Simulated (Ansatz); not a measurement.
# PbS (NiAs type): Wannier functions and tight-binding models

Where do the localised orbitals of PbS (NiAs type) sit, how far are they spread, and how do the settings change that? The runs, in order: PBE, anion s p, 6×6×2; PBE, anion s p, 6×6×4; PBE, anion p, 6×6×2; r2SCAN, anion s p, 6×6×2; r2SCAN, anion p, 6×6×2; HSE06, anion s p, 6×6×2; HSE06, anion p, 6×6×2 (level, trial orbitals, Wannier mesh).

Computed with Ansatz 0.2.0 (plane waves, PAW, unless a step's input says otherwise).

2 further runs of the same task are left out: 2 that didn't finish. Runs told in other sessions of the task aren't counted.

### 1 Starting point

The structure is hexagonal, space group P6_3/mmc (No. 194). Conventional cell: a = 4.123 Å, b = 4.123 Å, c = 7.334 Å, α = 90.00°, β = 90.00°, γ = 120.00°. Pb (site symmetry -3m) is surrounded by 6 S at 3.00 Å. S (site symmetry -6m2) has 6 Pb at 3.00 Å in its first shell of neighbours.

Coordinates:

```cif
data_structure
_symmetry_space_group_name_H-M 'P 1'
_symmetry_Int_Tables_number 1
_cell_length_a 4.1235
_cell_length_b 4.1235
_cell_length_c 7.3337
_cell_angle_alpha 90.000
_cell_angle_beta 90.000
_cell_angle_gamma 120.000
_cell_volume 107.99
loop_
_atom_site_label
_atom_site_type_symbol
_atom_site_fract_x
_atom_site_fract_y
_atom_site_fract_z
_atom_site_occupancy
Pb1 Pb 0.00000 0.00000 0.00000 1
Pb2 Pb 0.00000 0.00000 0.50000 1
S1 S 0.33333 0.66667 0.25000 1
S2 S 0.66667 0.33333 0.75000 1
```

The cell was relaxed beforehand with r2SCAN; those runs aren't shown. No run includes spin-orbit coupling, which matters for Pb.

### 2 PBE, anion s p, 6×6×2

Contents of input.yaml:

```yaml
crystal:
  lattice:
    - [4.1234512951, 0.0, 0.0]
    - [-2.0617256475, 3.5710135728, 0.0]
    - [0.0, 0.0, 7.3337316316]
  atoms:
    - { symbol: Pb, position: [0.0, 0.0, 0.0] }
    - { symbol: Pb, position: [0.0, 0.0, 0.5] }
    - { symbol: S, position: [0.3333333333, 0.6666666667, 0.25] }
    - { symbol: S, position: [0.6666666667, 0.3333333333, 0.75] }
kpoints:
  mp_grid: { grid: [6, 6, 4] }
  band_path:
    path:
      - [[0.0, 0.0, 0.0], [0.5, 2.798541121537e-17, -7.256256526502e-36], [0.3333333333333, 0.3333333333333, -2.531818635285e-36], [0.0, 0.0, 0.0], [-1.260986864787e-52, 2.02282155114e-52, 0.5], [0.5, 2.798541121537e-17, 0.5], [0.3333333333333, 0.3333333333333, 0.5], [-1.260986864787e-52, 2.02282155114e-52, 0.5]]
      - [[0.5, 2.798541121537e-17, 0.5], [0.5, 2.798541121537e-17, -7.256256526502e-36]]
      - [[0.3333333333333, 0.3333333333333, 0.5], [0.3333333333333, 0.3333333333333, -2.531818635285e-36]]
    npoints: 10
hamiltonian:
  xc: pbe
scf:
  occupations: { method: fermi_dirac, width: 0.02 }
  n_extra_bands: 6
output:
  forces: false
  stress: false
  eigenvalues: true
  wannier:
    kmesh: [6, 6, 2]
    projections: [{ species: S, l: s, shell: 3 }, { species: S, l: p, shell: 3 }]
    minimise: true
    write_hr: true
    conv_tol: 1.0e-08
    max_iter: 3000
```

Command:

```sh
> ansatz run input.yaml --threads 4 --pin off --max-ram 3686MiB --backend cpu --events-out ev --progress --plain --runs-dir out
```

The runs that follow: PBE, anion s p, 6×6×4; PBE, anion p, 6×6×2; r2SCAN, anion s p, 6×6×2; r2SCAN, anion p, 6×6×2; HSE06, anion s p, 6×6×2; HSE06, anion p, 6×6×2.

Q: Predict the results of all the runs planned. Wanted: total spread, PBE, anion s p, 6×6×2; total spread, PBE, anion s p, 6×6×4; total spread, PBE, anion p, 6×6×2; total spread, r2SCAN, anion s p, 6×6×2; total spread, r2SCAN, anion p, 6×6×2; total spread, HSE06, anion s p, 6×6×2; total spread, HSE06, anion p, 6×6×2; centres of the first set.

As calculated:

| quantity | value |
| --- | --- |
| total spread, PBE, anion s p, 6×6×2 | 25.47 Å² over 8 functions |
| total spread, PBE, anion s p, 6×6×4 | 27.17 Å² over 8 functions |
| total spread, PBE, anion p, 6×6×2 | 23.97 Å² over 6 functions |
| total spread, r2SCAN, anion s p, 6×6×2 | 25.13 Å² over 8 functions |
| total spread, r2SCAN, anion p, 6×6×2 | 23.69 Å² over 6 functions |
| total spread, HSE06, anion s p, 6×6×2 | 25.14 Å² over 8 functions |
| total spread, HSE06, anion p, 6×6×2 | 23.73 Å² over 6 functions |
| centres of the first set | 0.28 to 0.60 Å from the nearest atom |

What this shows: With PBE, anion s p, 6×6×2 the 8 functions move off the atoms, with a mean spread of 3.18 Å²; 93 % of the total is gauge invariant. On one set and mesh the functional gives 25.47 (PBE), 25.13 (r2SCAN), 25.14 (HSE06) Å².
